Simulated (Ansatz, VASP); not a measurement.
# Cross-check of CrSBr between VASP and Ansatz, part 2 of 2

One calculation is typed for both programs; each brings its own data sets and cutoff. How far apart do they land?

VASP 6.6.1 and Ansatz 0.2.0.

So far: Set-up; VASP: single point, LDA, DFT+U.

### 3. Ansatz: single point, LDA, DFT+U

Level of this step: Ansatz beside VASP: Kohn-Sham DFT, plane waves, LDA, DFT+U (Ansatz).

Ansatz runs on its default PAW (the set named soft_2) files.

The same cell, functional (in two slightly different forms), mesh and smearing now go to Ansatz, which takes its cutoff from its data sets.

input.yaml

```yaml
crystal:
  lattice:
    - [3.54045614, 0.0, 0.0]
    - [0.0, 4.75547185, 0.0]
    - [0.0, 0.0, 8.39404235]
  atoms:
    - { symbol: Cr, position: [0.5, 0.0, 0.8787434], spin: 3.0 }
    - { symbol: Cr, position: [0.0, 0.5, 0.1212566], spin: 3.0 }
    - { symbol: S, position: [0.5, 0.5, 0.92950143] }
    - { symbol: S, position: [0.0, 0.0, 0.07049857] }
    - { symbol: Br, position: [0.0, 0.0, 0.66595786] }
    - { symbol: Br, position: [0.5, 0.5, 0.33404214] }
hamiltonian:
  xc: lda
  pseudopotentials: { kind: paw }
  hubbard: { sites: [{ species: Cr, l: d, u_eff: 4.0 }] }
magnetization:
  spin_polarized: true
kpoints:
  mp_grid: { grid: [6, 5, 3] }
scf:
  occupations: { method: fermi_dirac, width: 0.05 }
  n_extra_bands: 10
output:
  forces: true
  stress: true
  eigenvalues: true
```

The run is started by

```console
$ ansatz run input.yaml --threads 4 --pin off --max-ram 9216MiB --backend cpu --events-out ev --progress --plain --runs-dir out
```

Numbers of over 12 decimals in the logs are rounded to 6 here.

The program printed:

```text
Cr: projections on atomic orbitals take those of the free atom [Ne] 3s2 3p6 3d5 4s1, of charge +0.00 (hamiltonian.pseudopotentials.projection_atoms); the dataset's partial waves leave at most 7.0e-7 of an orbital's norm unspanned inside its sphere
S: projections on atomic orbitals take those of the free atom [Ne] 3s2 3p4, of charge +0.00 (hamiltonian.pseudopotentials.projection_atoms); the dataset's partial waves leave at most 1.6e-7 of an orbital's norm unspanned inside its sphere
Br: projections on atomic orbitals take those of the free atom [Ar 3d10] 4s2 4p5, of charge +0.00 (hamiltonian.pseudopotentials.projection_atoms); the dataset's partial waves leave at most 2.8e-6 of an orbital's norm unspanned inside its sphere
scf.n_extra_bands = 10 over 27 filled bands (N_el = 54.0): the run solves 37 bands
Engine: ansatz 0.2.0, aarch64-unknown-linux-gnu
Pseudopotentials: kind: paw
Pseudopotential: Cr, paw, valence charge 14, recommended cutoff 420 eV (normal), Cr.paw.azcp
Pseudopotential: S, paw, valence charge 6, recommended cutoff 420 eV (normal), S.paw.azcp
Pseudopotential: Br, paw, valence charge 7, recommended cutoff 420 eV (normal), Br.paw.azcp
Functional definition: SPW92
  exchange = slater_x
  correlation = pw_c
Crystal: 6 atoms, lattice volume = 141.327 Å³
Basis set: ecut = 420 eV, 2721 PW (Γ)
Bands: 37, of which v1, the nominal top of the filled ones, is band 27 counted from 1 (26 counted from 0)
Symmetry: 8 space group operations
Space group: Pmmn (ITA 59), of the structure as read, at distance tolerance 5.2e-5 Å
Magnetic group: BNS 59.405 (UNI 503), of the structure as read, at distance tolerance 5.2e-5 Å
k-points: 24 of 90
Non-local potential: Cr, projectors of the file, l = 0: 3, l = 1: 2, l = 2: 3, l = 3: 1
Non-local potential: S, projectors of the file, l = 0: 2, l = 1: 2, l = 2: 2
Non-local potential: Br, projectors of the file, l = 0: 2, l = 1: 2, l = 2: 2
PAW form: soft (Blöchl's): semilocal exchange-correlation on the pseudo side does not see the compensation charge
PAW frozen core: Cr, regenerated for the run's functional, and the local potential with it (the file was generated under x = pbe(κ = 0.804, μ = 0.219515), c = pbe(β = 0.066725))
PAW frozen core: S, regenerated for the run's functional, and the local potential with it (the file was generated under x = pbe(κ = 0.804, μ = 0.219515), c = pbe(β = 0.066725))
PAW frozen core: Br, regenerated for the run's functional, and the local potential with it (the file was generated under x = pbe(κ = 0.804, μ = 0.219515), c = pbe(β = 0.066725))
PAW one-centre angular grid: Cr, 590 points (default); XC on 64 Gauss nodes
PAW one-centre angular grid: S, 110 points (default); XC on 64 Gauss nodes
PAW one-centre angular grid: Br, 110 points (default); XC on 64 Gauss nodes
Initial density: superposition of atomic densities (chi_scale 0.1, normalization cell, long waves kept (reshape's long-wave potential 0.92 eV rms))
Starting moments: Σ|m| = 6 μB on 2 of 6 sites
Initial wavefunctions: pseudopotential atomic-orbital guess
Functional: x = slater, c = lda
SCF iter   1: F=—  HF=-13778.019088 eV  |F-HF|=—  |Δ(HF+E_count)|=         —  Δρ=7.18e-2 (↑7.18e-2 ↓3.64e-2)  dr2=8.01e1  dr2_m=8.44e-1  M=6.021 μB ∫|m|=8.753 μB  β_m=1.00  ethr=3.10e-3  ⟨swp⟩=10.2  Hψ=9112  notcnv=0
preconditioner: auto → Kerker (q_TF=auto, 2.324 Å⁻¹)  [metal: Δε(μ)=0.024 eV  Ē_g=8.595 eV  σ=0.050 eV  W_gap=0.12  n_scr=30 (ndim 8)  ℏωp=19.3 eV  f_vac=0.092  D(μ)=1.97/eV (n_scr^D=10)]
spin=Collinear: Kerker preconditioning applied to the charge; magnetization (m = ρ↑ − ρ↓) channel mixes plain (no charge-response kernel on spin).
SCF iter   2: F=—  HF=-13773.957725 eV  |F-HF|=—  |Δ(HF+E_count)|=    4.06e0  Δρ=3.06e-2 (↑3.06e-2 ↓2.31e-2)  dr2=1.86e1  dr2_m=1.56e-1  M=6.000 μB ∫|m|=8.334 μB  β_m=0.30  ethr=3.10e-3  ⟨swp⟩=3.4  Hψ=4168  notcnv=0  defer=71
SCF iter   3: F=—  HF=-13772.714196 eV  |F-HF|=—  |Δ(HF+E_count)|=    1.24e0  Δρ=1.54e-2 (↑1.49e-2 ↓1.54e-2)  dr2=9.43e0  dr2_m=7.45e-2  M=6.000 μB ∫|m|=8.365 μB  β_m=1.00  ethr=3.10e-3  ⟨swp⟩=3.3  Hψ=3744  notcnv=0  defer=81
SCF iter   4: F=—  HF=-13771.917596 eV  |F-HF|=—  |Δ(HF+E_count)|=   7.97e-1  Δρ=1.32e-2 (↑1.32e-2 ↓8.06e-3)  dr2=1.98e0  dr2_m=3.83e-2  M=6.002 μB ∫|m|=8.267 μB  β_m=1.00  ethr=3.10e-3  ⟨swp⟩=2.8  Hψ=3145  notcnv=0  defer=94
SCF iter   5: F=—  HF=-13771.755058 eV  |F-HF|=—  |Δ(HF+E_count)|=   1.63e-1  Δρ=2.20e-2 (↑2.20e-2 ↓7.12e-3)  dr2=1.18e0  dr2_m=9.86e-2  M=6.000 μB ∫|m|=7.800 μB  β_m=0.30  ethr=3.10e-3  ⟨swp⟩=3.4  Hψ=3579  notcnv=0  defer=107
SCF iter   6: F=—  HF=-13771.676483 eV  |F-HF|=—  |Δ(HF+E_count)|=   7.86e-2  Δρ=6.64e-3 (↑6.64e-3 ↓4.71e-3)  dr2=2.00e-1  dr2_m=1.06e-2  M=6.000 μB ∫|m|=7.924 μB  β_m=1.00  ethr=2.18e-3  ⟨swp⟩=2.5  Hψ=2885  notcnv=0  defer=107
SCF iter   7: F=—  HF=-13771.747509 eV  |F-HF|=—  |Δ(HF+E_count)|=   7.10e-2  Δρ=6.96e-3 (↑6.96e-3 ↓2.76e-3)  dr2=2.31e-1  dr2_m=7.42e-3  M=6.001 μB ∫|m|=8.005 μB  β_m=1.00  ethr=3.71e-4  ⟨swp⟩=3.0  Hψ=3333  notcnv=0  defer=108
SCF iter   8: F=—  HF=-13771.744520 eV  |F-HF|=—  |Δ(HF+E_count)|=   2.99e-3  Δρ=2.42e-3 (↑2.42e-3 ↓2.04e-3)  dr2=3.13e-2  dr2_m=3.43e-3  M=6.000 μB ∫|m|=7.879 μB  β_m=0.30  ethr=3.71e-4  ⟨swp⟩=2.4  Hψ=2657  notcnv=0  defer=109
SCF iter   9: F=—  HF=-13771.766254 eV  |F-HF|=—  |Δ(HF+E_count)|=   2.17e-2  Δρ=1.67e-3 (↑1.39e-3 ↓1.67e-3)  dr2=5.87e-3  dr2_m=2.36e-3  M=6.000 μB ∫|m|=7.848 μB  β_m=0.30  ethr=5.80e-5  ⟨swp⟩=2.2  Hψ=2767  notcnv=0  defer=109
SCF iter  10: F=—  HF=-13771.780278 eV  |F-HF|=—  |Δ(HF+E_count)|=   1.40e-2  Δρ=3.03e-3 (↑3.03e-3 ↓8.68e-4)  dr2=1.10e-2  dr2_m=4.58e-3  M=6.000 μB ∫|m|=7.788 μB  β_m=0.30  ethr=1.09e-5  ⟨swp⟩=2.3  Hψ=2696  notcnv=0  defer=109
[...]
SCF iter  13: F=—  HF=-13771.797844 eV  |F-HF|=—  |Δ(HF+E_count)|=   3.24e-3  Δρ=1.23e-3 (↑1.23e-3 ↓9.05e-4)  dr2=2.30e-4  dr2_m=1.46e-3  M=6.000 μB ∫|m|=7.722 μB  β_m=0.30  ethr=2.55e-6  ⟨swp⟩=2.1  Hψ=2520  notcnv=0  defer=109
SCF iter  14: F=—  HF=-13771.800112 eV  |F-HF|=—  |Δ(HF+E_count)|=   2.27e-3  Δρ=9.40e-4 (↑9.40e-4 ↓8.76e-4)  dr2=2.23e-5  dr2_m=1.06e-3  M=6.000 μB ∫|m|=7.706 μB  β_m=0.30  ethr=4.27e-7  ⟨swp⟩=2.0  Hψ=2638  notcnv=0  defer=109
SCF iter  15: F=—  HF=-13771.801643 eV  |F-HF|=—  |Δ(HF+E_count)|=   1.53e-3  Δρ=8.65e-4 (↑6.15e-4 ↓8.65e-4)  dr2=1.27e-4  dr2_m=7.07e-4  M=6.000 μB ∫|m|=7.693 μB  β_m=0.30  ethr=4.13e-8  ⟨swp⟩=2.9  Hψ=3214  notcnv=0  defer=109
Mixer restart at iter 15: flushing history
spin-set hold released at iteration 15 (site moments contracting): the magnetisation degrees of freedom join the quasi-Newton model from the next iteration; the mixer history was flushed
SCF iter  16: F=—  HF=-13771.802635 eV  |F-HF|=—  |Δ(HF+E_count)|=   9.92e-4  Δρ=8.49e-4 (↑8.49e-4 ↓6.51e-4)  dr2=6.52e-5  dr2_m=7.28e-4  M=6.000 μB ∫|m|=7.676 μB  β_m=0.65  ethr=4.13e-8  ⟨swp⟩=2.2  Hψ=2848  notcnv=0  defer=109
SCF iter  17: F=—  HF=-13771.804079 eV  |F-HF|=—  |Δ(HF+E_count)|=   1.44e-3  Δρ=7.15e-4 (↑7.15e-4 ↓4.32e-4)  dr2=1.55e-4  dr2_m=4.24e-4  M=6.000 μB ∫|m|=7.649 μB  β_m=0.61  ethr=4.13e-8  ⟨swp⟩=2.5  Hψ=3047  notcnv=0  defer=109
SCF iter  18: F=—  HF=-13771.805037 eV  |F-HF|=—  |Δ(HF+E_count)|=   9.58e-4  Δρ=2.35e-4 (↑2.35e-4 ↓1.66e-4)  dr2=1.59e-5  dr2_m=5.06e-5  M=6.000 μB ∫|m|=7.613 μB  β_m=0.82  ethr=4.13e-8  ⟨swp⟩=2.7  Hψ=3336  notcnv=0  defer=109
SCF iter  19: F=—  HF=-13771.805127 eV  |F-HF|=—  |Δ(HF+E_count)|=   8.92e-5  Δρ=5.95e-5 (↑5.95e-5 ↓4.23e-5)  dr2=1.54e-5  dr2_m=2.14e-7  M=6.000 μB ∫|m|=7.598 μB  β_m=0.91  ethr=2.94e-8  ⟨swp⟩=2.5  Hψ=3090  notcnv=0  defer=109
SCF iter  20: F=—  HF=-13771.805125 eV  |F-HF|=—  |Δ(HF+E_count)|=   1.34e-6  Δρ=5.01e-6 (↑5.01e-6 ↓4.02e-6)  dr2=1.20e-7  dr2_m=7.27e-9  M=6.000 μB ∫|m|=7.597 μB  β_m=0.95  ethr=2.86e-8  ⟨swp⟩=1.5  Hψ=2075  notcnv=0  defer=109
SCF iter  21: F=-13771.805125 eV  HF=-13771.805125 eV  |F-HF|=5.09e-8  |Δ(HF+E_count)|=   3.31e-8  Δρ=4.53e-6 (↑4.53e-6 ↓2.09e-6)  dr2=9.17e-8  dr2_m=2.93e-9  M=6.000 μB ∫|m|=7.597 μB  ethr=1.85e-10  ⟨swp⟩=13.5  Hψ=8939  notcnv=0
SCF 1 converged in 21 iterations: F = -13771.805125 eV  dr2 = 9.17e-8
  greatest PAW one-centre occupation: 1.000 electrons in one spin orbital (limit 2), on the Cr atom at site 1 (counted from 0), in its partial waves of l = 0
SCF converged after 21 iterations
Magnetization: 6.0001 μB (30.0000 up, 24.0000 down)
Absolute magnetization: 7.5933 μB (∫|ρ↑−ρ↓|, with the PAW one-centre terms)
Spin contamination: 0.3772 ħ² per cell (⟨S²⟩ above its minimum at these occupations)
Per-site moments (μB) at R_I (Å): [(2.967833, 0.986946), (2.967833, 0.986946), (-0.235459, 0.986946), (-0.235459, 0.986946), (-0.075148, 1.037335), (-0.075148, 1.037335)]
Free energy (F): -13771.805125 eV
Harris-Foulkes:  -13771.805125 eV  (|F-HF|=5.09e-8)
Internal energy: -13771.804493 eV  (E = F + TS)
E sigma→0 (E₀):  -13771.804809 eV
Entropy (-TS):   -0.000632 eV (-0.105 meV/atom)
Fermi energy:    5.038170 eV
--- Per-component energies (eV) ---
  E_band       = -709.427075
  E_kinetic    = 1163.438817
  E_local      = -6840.421043  (includes V_loc(G=0)·N_el)
  E_nonlocal   = 374.967813
  E_hartree    = 2928.925572
  E_xc         = -988.650240
  E_vxc        = -736.257446  (∫ρ·V_xc dr)
  E_hubbard    = 4.323415  (on-site DFT+U / exact-exchange correction)
  E_vhub       = -10.119414  (the Hubbard potential's part of the band-sum identity)
  E_paw        = -7744.588652  (= ΣΔE_a)
  E_vpaw       = -518.912745  (= ΣTr[D̂ρ^β])
  E_aug_tail   = 0.000709  (compensation charges beyond the density's cutoff)
  E_ewald      = -2671.250551
  E_core_change = 1.449667  (= ΣΔE_core)
  E_smearing   = -0.000632  (= −TS)
  E_closure    = 0.000000  (closes the sum)
  Σ components = -13771.805125   (vs F -13771.805125, Δ=0.00e0)
--- Forces (eV/Å), atoms counted from 1 ---
  atom   1  Cr     0.00000000     0.00000000    -0.11258438
  atom   2  Cr     0.00000000     0.00000000     0.11258438
  atom   3  S      0.00000000     0.00000000     0.14033529
  atom   4  S      0.00000000     0.00000000    -0.14033529
  atom   5  Br     0.00000000     0.00000000     0.18293693
  atom   6  Br     0.00000000     0.00000000    -0.18293693
  max |Σ_I F_I| component: 2.78e-17 eV/Å
--- Stress (GPa, compression-positive) ---
       -2.100963       0.000000       0.000000
        0.000000      -2.128931       0.000000
        0.000000       0.000000      -2.083906
  P = ⅓ Tr σ = -2.1046 GPa (-21.046 kbar)
--- Band table (eV; the first three rows and the last of 48) ---
  k-point 0 ↑: bands = [... 23 lower, 2.6399, 3.1845, 3.5127, 4.1105, 4.3727, 4.6536, 4.8781, 5.4230, ... 6 higher]
  k-point 1 ↑: bands = [... 23 lower, 2.9074, 3.2505, 3.3660, 3.8257, 4.5593, 4.5727, 4.7983, 5.2696, ... 6 higher]
  k-point 2 ↑: bands = [... 23 lower, 2.6668, 3.2602, 3.4156, 3.9116, 4.0687, 4.3634, 4.5943, 5.9675, ... 6 higher]
  k-point 23 ↓: bands = [... 23 lower, 3.6490, 8.1108, 8.1108, 8.5990, 8.5990, 8.8295, 8.8295, 9.3317, ... 6 higher]
Occupation matrices written to <dir>
```

Wall time 8.8 s (4 threads of Arm Neoverse V2, shared host); peak memory 0.55 GiB.

The run ends at a pressure of -2.10 GPa, with forces up to 0.18 eV/Å.

### 4. Side by side

Known differences besides the PAW data sets themselves: U acts on the PAW sphere in VASP and on atomic orbitals in Ansatz, so only states and trends compare; the two LDA forms differ slightly; the data sets hold 54 valence electrons in Ansatz (default PAW (the set named soft_2) files) and 50 in VASP; the cutoff is 420 eV in Ansatz and 400 eV in VASP; Ansatz makes its cores anew for this functional, VASP keeps those of its PBE data sets; site moments are counted in spheres of each program's own size. Total energies have different zeros and are not compared.

Compared:

```
              quantity  Ansatz   VASP  difference
        pressure (GPa)   -2.10  -2.06       -0.05
gap on the k mesh (eV)   0.391  0.783      -0.391
     total moment (μB)    6.00   6.00        0.00
    moment on Cr1 (μB)    2.97   3.12       -0.15
    moment on Cr2 (μB)    2.97   3.12       -0.15
     moment on S3 (μB)   -0.23  -0.17       -0.06
     moment on S4 (μB)   -0.23  -0.17       -0.06
    moment on Br5 (μB)   -0.07  -0.04       -0.03
    moment on Br6 (μB)   -0.07  -0.04       -0.03
```

Forces (eV/Å; atoms numbered as in POSCAR):

```
atom        Ansatz x, y, z          VASP x, y, z
 Cr1  0.000, 0.000, -0.113  0.000, 0.000, -0.121
 Cr2   0.000, 0.000, 0.113   0.000, 0.000, 0.121
  S3   0.000, 0.000, 0.140  0.000, 0.000, -0.006
  S4  0.000, 0.000, -0.140   0.000, 0.000, 0.006
 Br5   0.000, 0.000, 0.183   0.000, 0.000, 0.160
 Br6  0.000, 0.000, -0.183  0.000, 0.000, -0.160
```

The forces differ by 49 meV/Å r.m.s., which is 73.7 % of the r.m.s. force of 0.07 eV/Å (both taken over all components). Ansatz's pressure holds a Pulay correction of 0.05 GPa; VASP's holds none.

### 5. Results

* difference in moment on Cr1 (single point, LDA, DFT+U): -0.15 μB

The difference in moment on Cr1 is -0.15 μB (single point, LDA, DFT+U). How closely two codes agree says nothing of how well the functional describes the real material.

[Lines on the potential files, build, host, timing and source positions are cut from VASP's logs without a mark.]

[Logs are printed without paths, hosts, clocks, repeated set-up lines and the standing remarks that a program may print on its own settings, such as how far it seeks lower states.]

[Hosts, paths, dates, database ids (printed as entryN), source tags and the programs' standing remarks are cut or masked in the printed files.]
